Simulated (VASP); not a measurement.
# BeSe (F-43m) in VASP: further runs

Aim: see how the results for BeSe move with the level of theory and the settings. Levels: PBEsol, HSE06. Tasks: single point.

All numbers are computed with VASP 6.6.1; they aren't measurements. Logs are shortened: lines on timing, memory, paths and dates and some standing lists are left out, and cuts for length are marked.

### 1 The structure

The structure is cubic, space group F-43m (No. 216). Conventional cell: a = 5.162 Å, b = 5.162 Å, c = 5.162 Å, α = 90.00°, β = 90.00°, γ = 90.00°. Around Be (site symmetry -43m) lie 4 Se at 2.24 Å. Se (site symmetry -43m) has 4 Be at 2.24 Å as nearest neighbours.

### 2 Single point, PBEsol

Input file INCAR:

```
SYSTEM = BeSe
PREC = Accurate ; ENCUT = 520
EDIFF = 1E-7 ; ISMEAR = 0
SIGMA = 0.01 ; LREAL = .FALSE.
LASPH = .TRUE. ; NELM = 80
ALGO = Fast ; ISIF = 2
LWAVE = .FALSE. ; LCHARG = .TRUE.
GGA = PS ; LELF = .TRUE.
LVHAR = .TRUE. ; NBANDS = 11
```

Input file KPOINTS:

```
Automatic mesh
0
G
  6 6 6
  0 0 0
```

Input file POSCAR:

```
BeSe
1.0
    0.0000000000      2.5810355899      2.5810355899
    2.5810355899      0.0000000000      2.5810355899
    2.5810355899      2.5810355899      0.0000000000
Be Se
1 1
Direct
    0.0000000000      0.0000000000      0.0000000000
    0.2500000000      0.2500000000      0.2500000000
```

Potentials or basis: VASP PAW PBE potentials, release 64 (Be, Se).

Launch:

```
$ cat potpaw_PBE.64/Be/POTCAR potpaw_PBE.64/Se/POTCAR > POTCAR
$ mpirun -np 1 vasp_std > vasp.out
```

OUTCAR:

```text
SYSTEM = BeSe
   PREC = Accurate
   ENCUT = 520
   EDIFF = 1E-7
   ISMEAR = 0
   LREAL = .FALSE.
   LASPH = .TRUE.
   NELM = 80
   ISIF = 2
   GGA = PS

 ion  position               nearest neighbor table
   1  0.000  0.000  0.000-   2 2.24   2 2.24   2 2.24   2 2.24
   2  0.250  0.250  0.250-   1 2.24   1 2.24   1 2.24   1 2.24

  LATTYP: Found a face centered cubic cell.
 ALAT       =     5.1620711798

  Lattice vectors:

 A1 = (   0.0000000000,   2.5810355899,   2.5810355899)
 A2 = (   2.5810355899,   0.0000000000,   2.5810355899)
 A3 = (   2.5810355899,   2.5810355899,   0.0000000000)

Analysis of symmetry for initial positions (statically):
=====================================================================
 Subroutine PRICEL returns:
 Original cell was already a primitive cell.

 Routine SETGRP: Setting up the symmetry group for a
 face centered cubic supercell.

 Subroutine GETGRP returns: Found 24 space group operations
 (whereof 24 operations were pure point group operations)
 out of a pool of 48 trial point group operations.

The static configuration has the point symmetry T_d .

Analysis of symmetry for dynamics (positions and initial velocities):
=====================================================================
 Subroutine PRICEL returns:
 Original cell was already a primitive cell.

 Routine SETGRP: Setting up the symmetry group for a
 face centered cubic supercell.

 Subroutine GETGRP returns: Found 24 space group operations
 (whereof 24 operations were pure point group operations)
 out of a pool of 48 trial point group operations.

The dynamic configuration has the point symmetry T_d .

 Subroutine INISYM returns: Found 24 space group operations
 (whereof 24 operations are pure point group operations),
 and found     1 'primitive' translations

----------------------------------------------------------------------------------------

                                     Primitive cell

  volume of cell :      34.3884

  direct lattice vectors                    reciprocal lattice vectors
     0.000000000  2.581035590  2.581035590    -0.193720692  0.193720692  0.193720692
     2.581035590  0.000000000  2.581035590     0.193720692 -0.193720692  0.193720692
     2.581035590  2.581035590  0.000000000     0.193720692  0.193720692 -0.193720692

  length of vectors
     3.650135536  3.650135536  3.650135536     0.335534081  0.335534081  0.335534081

  position of ions in fractional coordinates (direct lattice)
     0.000000000  0.000000000  0.000000000
     0.250000000  0.250000000  0.250000000
[... 78 lines left out ...]
   PSTRESS=    0.0 pullay stress
   NELECT =       8.0000    total number of electrons
   NUPDOWN=      -1.0000    fix difference up-down
   EMIN   =  10.00;   EMAX   =-10.00  energy-range for DOS
   EFERMI =   0.00;   METHOD = LEGACY
   ISMEAR =     0;   SIGMA  =   0.01  broadening in eV -4-tet -1-fermi 0-gaus
   EFERMI_NEDOS =   21; number of points for ismear=-14 and -15
   IALGO  =     68    algorithm
   IMIX   =      4    mixing-type and parameters
     AMIX     =   0.40;   BMIX     =  1.00
     AMIX_MAG =   1.60;   BMIX_MAG =  1.00
  volume/ion in A,a.u.               =      17.19       116.03
  Fermi-wavevector in a.u.,A,eV,Ry     =   1.006856  1.902683 13.793037  1.013760
  Thomas-Fermi vector in A             =   2.139625
   LORBIT       =      0    0 simple, 1 ext, 2 COOP (PROOUT), +10 PAW based schemes
   GGA     = PS    functional components
   LHFCALC =     F    Hartree Fock is set to
   AEXX    =    0.0000 exact exchange contribution
   IVDW    =     0    specifies the selected vdW correction
   LEPSILON=     F    determine dielectric tensor
   LRPA    =     F    only Hartree local field effects (RPA)
 non-spin polarized calculation
 RMM-DIIS sequential band-by-band and
 Gauss-broadening in eV      SIGMA  =   0.01
  energy-cutoff  :      520.00
  volume of cell :       34.39
 maximum number of plane-waves:       941
   NGX = 13   NGY = 13   NGZ = 13

 number of electron       7.9999999 magnetization

 Free energy of the ion-electron system (eV)
  ---------------------------------------------------
  ext. energy  EPLUGINS =         0.00000000
  ---------------------------------------------------
  free energy    TOTEN  =        -9.44342670 eV

  energy without entropy =       -9.44342670  energy(sigma->0) =       -9.44342670

 E-fermi :   3.3217     XC(G=0):  -9.5448

 val. band max:        3.1872516097   @ k =   0.0000   0.0000   0.0000
 cond. band min:       5.6792390731   @ k =   0.5000   0.5000   0.0000
 fundamental gap:      2.4919874634
 Fermi energy:         3.3216701896

 k-point     1 :       0.0000    0.0000    0.0000
  band No.  band energies     occupation
      1     -10.5751      2.00000
      2       3.1873      2.00000
      3       3.1873      2.00000
      4       3.1873      2.00000
      5       7.3344      0.00000
      6       8.1638      0.00000
      7       8.1638      0.00000
      8       8.1638      0.00000
      9      15.0154      0.00000
     10      15.6433      0.00000
     11      15.6433      0.00000
[... 197 lines left out ...]
 k-point    16 :      -0.3333    0.5000    0.1667
  band No.  band energies     occupation
      1      -8.7682      2.00000
      2      -1.4729      2.00000
      3      -0.2228      2.00000
      4       0.0375      2.00000
      5       7.6645      0.00000
      6       9.0416      0.00000
      7      11.9804      0.00000
      8      12.7275      0.00000
      9      16.4430      0.00000
     10      16.7497      0.00000
     11      19.0934      0.00000

------------------------ aborting loop because EDIFF is reached ----------------------------------------

  FORCE on cell =-STRESS in cart. coord.  units (eV):
  Direction    XX          YY          ZZ          XY          YZ          ZX
  --------------------------------------------------------------------------------------
  -------------------------------------------------------------------------------------
  Total       -0.2493780     -0.2493780     -0.2493780      0.0000000      0.0000000      0.0000000
  in kB      -11.6186791    -11.6186791    -11.6186791      0.0000000      0.0000000      0.0000000
  external PRESSURE =     -11.6186791 kB  Pullay stress =       0.0000000 kB

 VOLUME and BASIS-vectors are now :
 -----------------------------------------------------------------------------
  energy-cutoff  :      520.00
  volume of cell :       34.39
      direct lattice vectors                 reciprocal lattice vectors
     0.000000000  2.581035590  2.581035590    -0.193720692  0.193720692  0.193720692
     2.581035590  0.000000000  2.581035590     0.193720692 -0.193720692  0.193720692
     2.581035590  2.581035590  0.000000000     0.193720692  0.193720692 -0.193720692

 POSITION                                       TOTAL-FORCE (eV/Angst)
 -----------------------------------------------------------------------------------
      0.00000      0.00000      0.00000         0.000000      0.000000      0.000000
      1.29052      1.29052      1.29052        -0.000000     -0.000000     -0.000000
 -----------------------------------------------------------------------------------
    total drift:                                0.000000      0.000000      0.000000

  FREE ENERGIE OF THE ION-ELECTRON SYSTEM (eV)
  ---------------------------------------------------
  free  energy   TOTEN  =        -9.4434267004 eV

  energy  without entropy=       -9.4434267004  energy(sigma->0) =       -9.44342670
```

stdout:

```text
POSCAR found type information on POSCAR BeSe
 POSCAR found :  2 types and       2 ions
 scaLAPACK will be used
 -----------------------------------------------------------------------------
|                                                                             |
|                                                                             |
|     You enforced a specific xc type in the INCAR file but a different       |
|     I HOPE YOU KNOW WHAT YOU ARE DOING!                                     |
|                                                                             |
 -----------------------------------------------------------------------------

 LDA part: xc-table for (Slater+PW92), standard interpolation
 POSCAR, INCAR and KPOINTS ok, starting setup
 FFT: planning ... GRIDC
 FFT: planning ... GRID_SOFT
 FFT: planning ... GRID
 WAVECAR not read
 entering main loop
```

Run time: 4.2 s. Hardware: 1 thread of Intel Xeon 6975P-C (Granite Rapids), shared host; peak memory 0.15 GiB.

Results:

| Property | Result |
| --- | --- |
| Free energy | -9.4434 eV |
| Pressure | -1.2 GPa |
| Band gap on the k mesh | 2.49 eV, indirect (least direct gap 4.15 eV) |

Caveat: the PAW data sets were made with another functional, which shifts forces and pressure a little.

### 3 Single point, HSE06

POSCAR is that of step 2.

Input file INCAR.step1:

```
PREC = Accurate
ENCUT = 520
EDIFF = 1E-5
ISMEAR = 0
SIGMA = 0.01
LREAL = False
LASPH = True
NELM = 80
ALGO = Normal
ISIF = 2
LWAVE = True
LCHARG = False
NBANDS = 11
GGA = PE
```

Input file INCAR.step2:

```
PREC = Accurate
ENCUT = 520
EDIFF = 1E-7
ISMEAR = 0
SIGMA = 0.01
LREAL = False
LASPH = True
NELM = 80
ALGO = Normal
ISIF = 2
LWAVE = False
LCHARG = False
GGA = PE
LHFCALC = True
HFSCREEN = 0.2079
PRECFOCK = Normal
NBANDS = 11
ISTART = 1
```

Input file KPOINTS:

```
Automatic mesh
0
Gamma
  4 4 4
```

Potentials or basis: VASP PAW PBE potentials, release 64 (Be, Se).

Launch:

```
$ cat potpaw_PBE.64/Be/POTCAR potpaw_PBE.64/Se/POTCAR > POTCAR
$ cp INCAR.step1 INCAR
$ mpirun -np 1 vasp_std > vasp.out
$ cp INCAR.step2 INCAR
$ mpirun -np 1 vasp_std > vasp.out
```

OUTCAR:

```text
PREC = Accurate
   ENCUT = 520
   EDIFF = 1E-7
   ISMEAR = 0
   LREAL = False
   LASPH = True
   NELM = 80
   ISIF = 2
   GGA = PE
   LHFCALC = True
   HFSCREEN = 0.2079
   PRECFOCK = Normal
   ISTART = 1

 ion  position               nearest neighbor table
   1  0.000  0.000  0.000-   2 2.24   2 2.24   2 2.24   2 2.24
   2  0.250  0.250  0.250-   1 2.24   1 2.24   1 2.24   1 2.24

  LATTYP: Found a face centered cubic cell.
 ALAT       =     5.1620711798

  Lattice vectors:

 A1 = (   0.0000000000,   2.5810355899,   2.5810355899)
 A2 = (   2.5810355899,   0.0000000000,   2.5810355899)
 A3 = (   2.5810355899,   2.5810355899,   0.0000000000)

Analysis of symmetry for initial positions (statically):
=====================================================================
 Subroutine PRICEL returns:
 Original cell was already a primitive cell.

 Routine SETGRP: Setting up the symmetry group for a
 face centered cubic supercell.

 Subroutine GETGRP returns: Found 24 space group operations
 (whereof 24 operations were pure point group operations)
 out of a pool of 48 trial point group operations.

The static configuration has the point symmetry T_d .

Analysis of symmetry for dynamics (positions and initial velocities):
=====================================================================
 Subroutine PRICEL returns:
 Original cell was already a primitive cell.

 Routine SETGRP: Setting up the symmetry group for a
 face centered cubic supercell.

 Subroutine GETGRP returns: Found 24 space group operations
 (whereof 24 operations were pure point group operations)
 out of a pool of 48 trial point group operations.

The dynamic configuration has the point symmetry T_d .

 Subroutine INISYM returns: Found 24 space group operations
 (whereof 24 operations are pure point group operations),
 and found     1 'primitive' translations

[... 112 lines left out ...]
   ENCUTFOCK=  -1.0 apply spherical cutoff to Coloumb kernel
   IVDW    =     0    specifies the selected vdW correction
   LEPSILON=     F    determine dielectric tensor
   LRPA    =     F    only Hartree local field effects (RPA)
 non-spin polarized calculation
 Gauss-broadening in eV      SIGMA  =   0.01
  energy-cutoff  :      520.00
  volume of cell :       34.39
 maximum number of plane-waves:       941
  NGX = 24; NGY = 24; NGZ = 24

 number of electron       7.9999999 magnetization

 Free energy of the ion-electron system (eV)
  ---------------------------------------------------
  ext. energy  EPLUGINS =         0.00000000
  ---------------------------------------------------
  free energy    TOTEN  =       -10.06861063 eV

  energy without entropy =      -10.06861063  energy(sigma->0) =      -10.06861063

 E-fermi :   2.7122     XC(G=0):  -7.8107

 val. band max:        2.6691821495   @ k =   0.0000   0.0000   0.0000
 cond. band min:       6.1780549082   @ k =   0.5000   0.5000   0.0000
 fundamental gap:      3.5088727588
 Fermi energy:         2.7121562715

 k-point     1 :       0.0000    0.0000    0.0000
  band No.  band energies     occupation
      1     -12.3427      2.00000
      2       2.6692      2.00000
      3       2.6692      2.00000
      4       2.6692      2.00000
      5       8.0655      0.00000
      6       8.7558      0.00000
      7       8.7558      0.00000
      8       8.7558      0.00000
      9      15.9280      0.00000
     10      16.4165      0.00000
     11      16.4165      0.00000
[... 85 lines left out ...]
 k-point     8 :      -0.2500    0.5000    0.2500
  band No.  band energies     occupation
      1     -10.3102      2.00000
      2      -2.1346      2.00000
      3      -1.3812      2.00000
      4      -0.8020      2.00000
      5       9.7769      0.00000
      6      11.0243      0.00000
      7      11.1443      0.00000
      8      11.8735      0.00000
      9      17.4673      0.00000
     10      17.7065      0.00000
     11      20.1795      0.00000

------------------------ aborting loop because EDIFF is reached ----------------------------------------

  FORCE on cell =-STRESS in cart. coord.  units (eV):
  Direction    XX          YY          ZZ          XY          YZ          ZX
  --------------------------------------------------------------------------------------
  -------------------------------------------------------------------------------------
  Total       -0.0763868     -0.0763868     -0.0763868      0.0000000     -0.0000000      0.0000000
  in kB       -3.5589096     -3.5589096     -3.5589096      0.0000000     -0.0000000      0.0000000
  external PRESSURE =      -3.5589096 kB  Pullay stress =       0.0000000 kB

 VOLUME and BASIS-vectors are now :
 -----------------------------------------------------------------------------
  energy-cutoff  :      520.00
  volume of cell :       34.39
      direct lattice vectors                 reciprocal lattice vectors
     0.000000000  2.581035590  2.581035590    -0.193720692  0.193720692  0.193720692
     2.581035590  0.000000000  2.581035590     0.193720692 -0.193720692  0.193720692
     2.581035590  2.581035590  0.000000000     0.193720692  0.193720692 -0.193720692

 POSITION                                       TOTAL-FORCE (eV/Angst)
 -----------------------------------------------------------------------------------
      0.00000      0.00000      0.00000         0.000000     -0.000000     -0.000000
      1.29052      1.29052      1.29052        -0.000000      0.000000      0.000000
 -----------------------------------------------------------------------------------
    total drift:                                0.000000     -0.000000     -0.000000

  FREE ENERGIE OF THE ION-ELECTRON SYSTEM (eV)
  ---------------------------------------------------
  free  energy   TOTEN  =       -10.0686106339 eV

  energy  without entropy=      -10.0686106339  energy(sigma->0) =      -10.06861063
```

OSZICAR.step1:

```text
N       E                     dE             d eps       ncg     rms          rms(c)
DAV:   1     0.237918601607E+02    0.23792E+02   -0.35454E+03   176   0.613E+02
DAV:   2    -0.765300174805E+01   -0.31445E+02   -0.29875E+02   229   0.115E+02
DAV:   3    -0.890949517484E+01   -0.12565E+01   -0.12515E+01   237   0.224E+01
DAV:   4    -0.891479313360E+01   -0.52980E-02   -0.52977E-02   205   0.164E+00
DAV:   5    -0.891480979367E+01   -0.16660E-04   -0.16660E-04   218   0.959E-02    0.332E+00
DAV:   6    -0.882638715797E+01    0.88423E-01   -0.50656E-02   211   0.115E+00    0.208E+00
DAV:   7    -0.879382202332E+01    0.32565E-01   -0.92993E-02   205   0.157E+00    0.264E-01
DAV:   8    -0.879501208362E+01   -0.11901E-02   -0.24757E-03   203   0.285E-01    0.693E-02
DAV:   9    -0.879524554467E+01   -0.23346E-03   -0.27689E-04   221   0.105E-01    0.320E-02
DAV:  10    -0.879525322112E+01   -0.76765E-05   -0.15696E-05   206   0.201E-02
   1 F= -.87952532E+01 E0= -.87952532E+01  d E =-.140916E-34
```

Wall time 61 s (1 thread of Intel Xeon 6975P-C (Granite Rapids), shared host); peak memory 0.27 GiB.

Results:

* Free energy: -10.0686 eV
* Pressure: -0.4 GPa
* Band gap on the k mesh: 3.51 eV, indirect (least direct gap 5.40 eV)

Levels at points of the mesh, in eV from the valence-band top:
| k point | band 2 | band 3 | band 4 | band 5 | band 6 | band 7 |
| --- | --- | --- | --- | --- | --- | --- |
| (0.00, 0.00, 0.00) | 0.00 | 0.00 | 0.00 | 5.40 | 6.09 | 6.09 |
| (0.50, 0.00, 0.00) | -6.17 | -1.14 | -1.14 | 5.32 | 7.05 | 7.05 |
| (0.50, 0.50, 0.00) | -5.52 | -2.84 | -2.84 | 3.51 | 5.13 | 13.20 |

Caveat: the k mesh is coarse (spacing up to 0.53 Å⁻¹), so the values aren't converged, least of all with exact exchange; the PAW data sets were made with another functional, which shifts forces and pressure a little.
